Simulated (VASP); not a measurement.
# Be (P6_3/mmc) in VASP: further runs, part 2 of 2

VASP 6.6.1.

## 5. Single point, LDA

INCAR reads:

```
  ADDGRID = F
  ALGO = Normal
  EDIFF = 1E-6
  ENCUT = 460
  GGA = CA
  ISIF = 2
  ISMEAR = 1
  LASPH = T
  LCHARG = F
  LREAL = F
  LWAVE = F
  NELM = 100
  PREC = Accurate
  SIGMA = 0.4
```

KPOINTS reads:

```
k-points
0
Gamma
  6 6 4
```

POSCAR reads:

```
Be
1.0
    2.2853000000      0.0000000000      0.0000000000
   -1.1426500000      1.9791278553      0.0000000000
    0.0000000000      0.0000000000      3.5842000000
Be
2
Direct
    0.6556040000      0.3139550000      0.7387090000
    0.3030700000      0.6820070000      0.2728280000
```

Potentials or basis: VASP PAW LDA potentials, release 64 (Be).

Started as:

```bash
$ cat potpaw_LDA.64/Be/POTCAR > POTCAR
$ mpirun -np 1 vasp_std > vasp.out
```

OUTCAR:

```text
EDIFF = 1E-6
   ENCUT = 460
   GGA = CA
   ISIF = 2
   ISMEAR = 1
   LASPH = T
   LREAL = F
   NELM = 100
   PREC = Accurate

 Found     76 irreducible k-points:

 Following reciprocal coordinates:
            Coordinates               Weight
  0.000000  0.000000  0.000000      1.000000
  0.166667  0.000000  0.000000      2.000000
  0.000000  0.166667  0.000000      2.000000
 -0.166667  0.166667  0.000000      2.000000
  0.333333  0.000000  0.000000      2.000000
  0.000000  0.333333  0.000000      2.000000
   k-points           NKPTS =     76   k-points in BZ     NKDIM =     76   number of bands    NBANDS=      6
   number of dos      NEDOS =    301   number of ions     NIONS =      2
   total plane-waves  NPLWV =   7168
   dimension x,y,z NGX =    16 NGY =   16 NGZ =   28
   dimension x,y,z NGXF=    32 NGYF=   32 NGZF=   56
   ions per type =               2
   NGX,Y,Z   is equivalent  to a cutoff of  11.64, 11.64, 12.99 a.u.
   NGXF,Y,Z  is equivalent  to a cutoff of  23.28, 23.28, 25.97 a.u.
 SYSTEM =  unknown system
   PREC   = accura    normal or accurate (medium, high low for compatibility)
   ISTART =      0    job   : 0-new  1-cont  2-samecut
   ICHARG =      2    charge: 1-file 2-atom 10-const
   ISPIN  =      1    spin polarized calculation?
   LNONCOLLINEAR =      F non collinear calculations
   LSORBIT =      F    spin-orbit coupling
   LASPH  =      T    aspherical Exc in radial PAW
   ENCUT  =  460.0 eV  33.81 Ry    5.81 a.u.   4.00  4.00  6.27*2*pi/ulx,y,z
   NELM   =    100;   NELMIN=  2; NELMDL= -5     # of ELM steps
   EDIFF  = 0.1E-05   stopping-criterion for ELM
[... 12 lines left out ...]
   EMIN   =  10.00;   EMAX   =-10.00  energy-range for DOS
   EFERMI =   0.00;   METHOD = LEGACY
   ISMEAR =     1;   SIGMA  =   0.40  broadening in eV -4-tet -1-fermi 0-gaus
   EFERMI_NEDOS =   21; number of points for ismear=-14 and -15
   IALGO  =     38    algorithm
[... 12 lines left out ...]
   LRPA    =     F    only Hartree local field effects (RPA)
 non-spin polarized calculation
 Methfessel and Paxton  Order N= 1 SIGMA  =   0.40
  energy-cutoff  :      460.00
  volume of cell :       16.21
 maximum number of plane-waves:       373
   NGX =  7   NGY =  7   NGZ = 13

 number of electron       4.0000000 magnetization

 Free energy of the ion-electron system (eV)
  ---------------------------------------------------
  ext. energy  EPLUGINS =         0.00000000
  ---------------------------------------------------
  free energy    TOTEN  =        -8.25965495 eV

  energy without entropy =       -8.26476471  energy(sigma->0) =       -8.26135820

 E-fermi :   6.0619     XC(G=0): -10.5312

 val. band max:        5.9443852491   @ k =  -0.3333   0.5000   0.0000
 cond. band min:       6.2718678245   @ k =  -0.3333   0.3333   0.0000
 fundamental gap:      0.3274825754
 Fermi energy:         6.0618741472

 k-point     1 :       0.0000    0.0000    0.0000
  band No.  band energies     occupation
      1      -4.5057      2.00000
      2       2.2965      2.00000
      3       7.6983     -0.00000
      4      21.5226      0.00000
      5      22.2672      0.00000
      6      24.1528      0.00000

 k-point     2 :       0.1667    0.0000    0.0000
  band No.  band energies     occupation
      1      -3.7316      2.00000
      2       3.3176      2.00000
      3       7.8617     -0.00000
      4      17.4304      0.00000
      5      19.2354      0.00000
      6      24.0647      0.00000

 k-point     3 :       0.0000    0.1667    0.0000
  band No.  band energies     occupation
      1      -3.7318      2.00000
      2       3.3192      2.00000
      3       7.8521     -0.00000
      4      17.4568      0.00000
      5      19.2365      0.00000
      6      24.1497      0.00000

 k-point     4 :      -0.1667    0.1667    0.0000
  band No.  band energies     occupation
      1      -3.7304      2.00000
      2       3.3089      2.00000
      3       7.9157     -0.00000
      4      17.3042      0.00000
      5      19.0508      0.00000
      6      24.2537      0.00000

 k-point     5 :       0.3333    0.0000    0.0000
  band No.  band energies     occupation
      1      -1.4132      2.00000
      2       6.3371      0.08879
      3       6.9162     -0.01006
      4      12.8982     -0.00000
      5      16.5530      0.00000
      6      18.4362      0.00000

 k-point     6 :       0.0000    0.3333    0.0000
  band No.  band energies     occupation
      1      -1.4120      2.00000
      2       6.3493      0.06756
      3       6.8623     -0.01594
      4      13.0056     -0.00000
      5      16.5414      0.00000
      6      18.3735      0.00000

 [... further k-points ...]
[... 5 lines left out ...]
  --------------------------------------------------------------------------------------
  -------------------------------------------------------------------------------------
  Total       -0.5437899     -0.1889053     -1.1356725      0.2506071      0.1040782     -0.1087895
  in kB      -53.7443013    -18.6700500   -112.2417419     24.7682149     10.2863415    -10.7519718
  external PRESSURE =     -61.5520311 kB  Pullay stress =       0.0000000 kB

 VOLUME and BASIS-vectors are now :
 -----------------------------------------------------------------------------
  energy-cutoff  :      460.00
  volume of cell :       16.21
      direct lattice vectors                 reciprocal lattice vectors
     2.285300000  0.000000000  0.000000000     0.437579311  0.252636533  0.000000000
    -1.142650000  1.979127855  0.000000000     0.000000000  0.505273066  0.000000000
     0.000000000  0.000000000  3.584200000     0.000000000  0.000000000  0.279002288

 POSITION                                       TOTAL-FORCE (eV/Angst)
 -----------------------------------------------------------------------------------
      1.13951      0.62136      2.64768        -0.241252      0.235080      0.868797
     -0.08669      1.34978      0.97787         0.241252     -0.235080     -0.868797
 -----------------------------------------------------------------------------------
    total drift:                                0.000000      0.000000      0.000000

  FREE ENERGIE OF THE ION-ELECTRON SYSTEM (eV)
  ---------------------------------------------------
  free  energy   TOTEN  =        -8.2596549506 eV

  energy  without entropy=       -8.2647647137  energy(sigma->0) =       -8.26135820
```

It took 1.9 s on 1 thread of AMD EPYC 9R45 (Zen 5), shared host; peak memory 0.08 GiB.

These settings aren't checked as converged: the numbers below hold their error.

Results:

```yaml
Free_energy: -8.2597 eV
Pressure: -6.2 GPa
Largest_force: 0.932 eV/Å
Band_gap_on_the_k_mesh: none (metal or under the smearing width)
```

Caveat: the k mesh is coarse (spacing up to 0.53 Å⁻¹), so the values aren't converged.

## 6. Single point, LDA

INCAR: that of step 5 with these lines changed.

```diff
@@ -13,2 +13,2 @@
   PREC = Accurate
-  SIGMA = 0.4
+  SIGMA = 0.1
```

KPOINTS is that of step 5.

POSCAR reads:

```
Be
1.0
    2.2853000000      0.0000000000      0.0000000000
   -1.1426500000      1.9791278553      0.0000000000
    0.0000000000      0.0000000000      3.5842000000
Be
2
Direct
    0.6666666667      0.3333333333      0.7500000000
    0.3333333333      0.6666666667      0.2500000000
```

Potentials or basis: VASP PAW LDA potentials, release 64 (Be).

Started as:

```bash
$ cat potpaw_LDA.64/Be/POTCAR > POTCAR
$ mpirun -np 1 vasp_std > vasp.out
```

It took 0.8 s on 1 thread of AMD EPYC 9R45 (Zen 5), shared host; peak memory 0.08 GiB.

These settings aren't checked as converged: the numbers below hold their error.

What came out:

- Free energy: -8.3340 eV
- Pressure: -7.5 GPa
- Band gap on the k mesh: none (metal or under the smearing width)

Caveat: the k mesh is coarse (spacing up to 0.53 Å⁻¹), so the values aren't converged.

## 7. The reference run

An earlier run on the cell as given: functional PBE; potentials or basis VASP PAW PBE potentials, release 64 (Be); cutoff 520 eV; k mesh 13 × 13 × 8; occupations fermi-dirac, width 0.05 eV; no spin polarisation.

- Pressure: -2.7 GPa
- Band gap on the k mesh: none (metal or under the smearing width)
